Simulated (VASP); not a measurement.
Here is a VASP 6.6.1 calculation.

INCAR

```
SYSTEM = Te
PREC = Accurate
ENCUT = 600
EDIFF = 1E-7
ISMEAR = 0
SIGMA = 0.03
LREAL = .False.
LASPH = .True.
NELM = 80
ALGO = Normal
ISIF = 4
LWAVE = .False.
LCHARG = .False.
METAGGA = R2SCAN
LMIXTAU = .True.
IBRION = 2
NSW = 40
EDIFFG = -0.01
```

File KPOINTS:

```
Automatic mesh
0
Gamma
  9 9 6
  0 0 0
```

POSCAR

```
Te                                      
1.0
    4.6961492843      0.0000000000      0.0000000000
   -2.3480746422      4.0669845803     -0.0000000000
    0.0000000000      0.0000000000      6.0268848046
  Te            
     3
Direct
     0.2551234099192922    0.0000000000000000    0.3333333332999970
     0.0000000000000000    0.2551234099192922    0.6666666667000030
     0.7448765900807078    0.7448765900807078    1.0000000000000000
```

Potentials or basis: VASP PAW PBE potentials, release 64 (Te).

Run with:

```console
$ cat potpaw_PBE.64/Te/POTCAR > POTCAR
$ mpirun -np 1 vasp_std > vasp.out
```

Q: Predict the energy gained by relaxing.

A: 12.0 meV/atom.

Q: Predict the band gap on the k mesh.

A: 0.69 eV, indirect (least direct gap 0.74 eV).

The path:
| step | energy change (eV) | largest force (eV/Å) | pressure (GPa) |
| --- | --- | --- | --- |
| 1 | 0.0000 | 0.3508 | -2.28 |
| 2 | -0.0210 | 0.2378 | -1.70 |
| 3 | -0.0357 | 0.0275 | -0.73 |
| 4 | -0.0360 | 0.0129 | -0.56 |
| 5 | -0.0360 | 0.0039 | -0.60 |
| 6 | -0.0360 | 0.0006 | -0.60 |

Caveat: the PAW data sets were made with another functional, which shifts forces and pressure a little; spin-orbit coupling is left out, which moves the levels of the heavy elements; an odd mesh through Γ misses points on the zone boundary, where band edges often lie.
